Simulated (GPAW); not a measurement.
Input of a GPAW 26.7.0 run:

The input run.py:

```python
from ase import Atoms
from ase.dft.bandgap import bandgap
from ase.io import write
from ase.units import Bohr, GPa
from gpaw import GPAW, PW, setup_paths
from gpaw.elf import elf_from_dft_calculation

setup_paths.insert(0, '.')

atoms = Atoms(['Ti', 'Ti', 'O', 'O', 'O', 'O'],
              cell=[[4.5998373239, 0.0, 0.0],
                    [0.0, 4.5998373239, 0.0],
                    [0.0, 0.0, 2.95921356]],
              scaled_positions=[[0.0, 0.0, 0.5],
                                [0.5, 0.5, 0.0],
                                [0.30432132, 0.30432132, 0.5],
                                [0.19567868, 0.80432132, 0.0],
                                [0.80432132, 0.19567868, 0.0],
                                [0.69567868, 0.69567868, 0.5]],
              pbc=True)

calc = GPAW(mode=PW(680),
            xc='PBEsol',
            kpts={'size': (4, 4, 6), 'gamma': True},
            occupations={'name': 'fermi-dirac', 'width': 0.01},
            nbands=43,
            convergence={'density': 1e-05, 'energy': 1e-05},
            random=True,
            maxiter=150,
            txt='gpaw.txt')
atoms.calc = calc
energy = atoms.get_potential_energy()
forces = atoms.get_forces()
stress = atoms.get_stress()
calc.write('gs.gpw')
write('result.traj', atoms)
print(f'Energy: {energy:.6f} eV')
print('Forces (eV/A):')
print(forces.round(4))
print('Stress (GPa):', (stress / GPa).round(3))
print('Fermi level:', round(calc.get_fermi_level(), 4), 'eV')
print(f'Gap: {bandgap(calc)[0]:.4f} eV, direct: {bandgap(calc, direct=True)[0]:.4f} eV')

# fields on the real-space grid
write('density.cube', atoms, data=calc.get_pseudo_density() * Bohr**3)
write('potential.cube', atoms, data=calc.get_electrostatic_potential())
write('elf.cube', atoms, data=elf_from_dft_calculation(calc).data)
```

Potentials or basis: PAW data sets generated in the run's folder for this functional, pw.

Run with:

```sh
$ gpaw-setup -f PBEsol O Ti
$ OMP_NUM_THREADS=1 python run.py
```

Task: Estimate the pressure.

Result: -3.3 GPa.

Task: What does it give for the band gap on the k mesh?

Result: 1.84 eV, direct.

Task: What does it give for the largest force?

Result: 0.027 eV/Å.

Forces in eV/Å, atoms in the order of the input:
```
Ti   0.000  0.000  0.000
Ti   0.000  0.000  0.000
O    0.019  0.019  0.000
O   -0.019  0.019  0.000
O    0.019 -0.019  0.000
O   -0.019 -0.019  0.000
```

Caveat: the k mesh is coarse; the cutoff is short for stress and forces, so pressures can be off by a GPa or more.

**Measured values to compare with.**

From “Shallow Valence Band of Rutile GeO2 and P-type Doping”, 2020, arxiv:2011.08928, for a bulk crystal of TiO2 at 1.6 K: band gap 3.03 eV (direct).

Measured gap of TiO2: 3.03 eV (direct; 1.6 K; quoted in “Shallow Valence Band of Rutile GeO2 and P-type Doping”, 2020, arxiv:2011.08928). This calculation gives 1.84 eV (-1.19 eV). 2 values of this kind are on record in papers (3.03 to 3.05 eV); this one was drawn at random among those near their median. The value is that of PBEsol on a finite k mesh, which can miss the band edges, without temperature or zero-point motion. Semilocal functionals fall short of measured gaps as a rule. The cell is a database's relaxed one, not the measured one, which moves gaps too.
